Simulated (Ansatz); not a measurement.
# Al(001): from terraces to steps

Method: DFT PBE, scalar-relativistic, plane waves, PAW in Ansatz 0.2.0.

Cutoff 420 eV, Γ-centred meshes of like density (2×12×1 for the 24-atom cell), Gaussian smearing of 0.10 eV, energies at zero smearing and 0 K, each start's symmetry kept, no spin polarisation.

A (001) slab of relaxed bulk Al (Fm-3m, 16.50 Å³/atom, gap on the mesh 0.00 eV), 4 planes in a 6×1 cell with the lowest 2 held; added atoms sit on lattice sites of the next plane. A dipole correction is on. The surface energy is the mean of the held and the free face; step energies are per length and the mean of the stripe's two steps, which run along the shortest translation of the plane; step and island energies count from the flat slab and bulk atoms.

The flat slab gives a surface energy of 0.93 J/m² (58.3 meV/Å²); planes follow at h = 2.02 Å, and an atom takes 8.17 Å² of its plane.

Task: Estimate the step energy β from the surface energy and compare with the stripes.

Result: A step opens a strip of height h, so a first guess is γh = 58.3 × 2.02 = 118 meV/Å. Computed: 30 meV/Å for the stripe 2 surface cells wide, 33 meV/Å for the stripe 3 surface cells wide, 0.25 and 0.28 of the guess. The step costs less than a free strip of the same face. The two widths differ by 3 meV/Å (before rounding), from step–step interaction and confinement in so narrow a cell, or from the k mesh, which in a metal moves β by several meV/Å. A vicinal face tilted by θ holds tan θ/h steps per length, so its energy per terrace area is γ + (β/h) tan θ for far-apart steps, with β/h = 0.26 J/m².

Slabs of three or four planes are thin, so both faces still feel each other.

Small energy differences in metals hang on the k mesh (about 10 mJ/m² or 1 to 2 meV/atom on the mesh of the relaxation).

Cost: 3 runs of about 15 core-minutes in all, on Arm Neoverse V2 (shared hosts).